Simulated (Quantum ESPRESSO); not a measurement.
AlAu under changes of volume

One of the cells (16.755 Å³/atom); the others are scaled copies at fixed shape and fractional positions:

```xyz
2
Lattice="3.2239 0.0000 0.0000 0.0000 3.2239 0.0000 0.0000 0.0000 3.2239" Properties=species:S:1:pos:R:3 pbc="T T T"
Au    1.6120    1.6120    1.6120
Al    0.0000    0.0000    0.0000
```

The cell comes from a database or a generator and needn't be the stable form of this composition.

| Item | Value |
| --- | --- |
| Program | Quantum ESPRESSO 7.5 |
| Functional | PBEsol |
| Potentials or basis | GBRV 1.5 PBEsol |
| Cutoff | 612 eV |
| Density cutoff | 4898 eV |
| k mesh | 8 × 8 × 8 |
| Occupations | fermi-dirac, width 0.05 eV |
| Spin | no spin polarisation |

```csv
volume (Å³/atom),energy over the lowest point (meV/atom),pressure (GPa)
15.749,1.49,2.0
16.084,0.00,-0.8
16.419,4.07,-3.2
16.755,?,?
17.090,26.33,-7.1
17.425,42.77,-8.6
17.760,61.93,-9.9
```

Task: What does the run at 16.755 Å³/atom give?

Result: Energy over the lowest point 13.11 meV/atom; pressure -5.3 GPa.

Worked out: A Birch-Murnaghan fit of order 3 (a polynomial in V^(-2/3)) to the other rows has its minimum at 16.00 Å³/atom with B0 = V·E''(V) = 138 GPa and B' = 7.3. It gives 13.22 meV/atom at 16.755 Å³/atom, against the run's 13.11, and -dE/dV = -5.4 GPa, against -5.3.

Energies are extrapolated to zero smearing.
